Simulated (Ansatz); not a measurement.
## Structure relaxation of GaS2

All numbers below come from DFT PBE, scalar-relativistic, plane waves, PAW in Ansatz. Cutoff 420 eV, Γ-centred k mesh, Gaussian smearing, no spin polarisation in the final step.

The start puts GaS2 on the AlB2 structure type (P6/mmm, No. 191), with Ga in place of Al, S in place of B, at a guessed volume.

```
CELL_PARAMETERS angstrom
3.91112 0.00000 0.00000
-1.95556 3.38713 0.00000
0.00000 0.00000 4.22297
ATOMIC_POSITIONS crystal
Ga 0.00000 0.00000 0.00000
S 0.33333 0.66667 0.50000
S 0.66667 0.33333 0.50000
```

Steps on the 6×6×4 mesh (3 atoms). 8 of 8 steps are shown, and the free energy counts from the last. Trial steps that were taken back and renewals of the plane-wave basis can be among the rows.

```tsv
step	ΔF (meV/atom)	V (Å³/atom)	P (GPa)
1	176.9	18.65	10.55
2	83.8	20.04	4.40
3	47.8	20.93	1.08
4	18.9	21.06	-0.99
5	5.3	20.48	-1.61
6	5.1	18.81	1.84
7	1.0	19.68	-0.09
8	0.0	19.68	0.01
```

A final relaxation ran on a 12×12×12 mesh. The relaxed crystal, P6/mmm (No. 191):

Space group P6/mmm (No. 191). a = 4.330 Å, b = 4.330 Å, c = 3.600 Å, α = 90.00°, β = 90.00°, γ = 120.00°
```tsv
atom	site	symmetry	x	y	z
Ga	1a	6/mmm	0.0000	0.0000	0.0000
S	2d	-6m2	0.3333	0.6667	0.5000
```

- Volume per atom: 19.49 Å³
- Density: 3.80 g/cm³
- Energy over the elements: 0.42 eV/atom
- Gap on the 12×12×12 mesh: 0 eV (a metal)

Energies over the elements count from the elements' standard structures at the same level, with no empirical corrections.

The final run used a 12×12×12 mesh on its 3-atom cell and 0.10 eV smearing. The k mesh leaves about 4 meV/atom of noise in metals.

A structure relaxed within its symmetry needn't be a true minimum.

Cost: 4 runs of about 0.97 core-minutes in all, on Arm Neoverse V1 (shared hosts).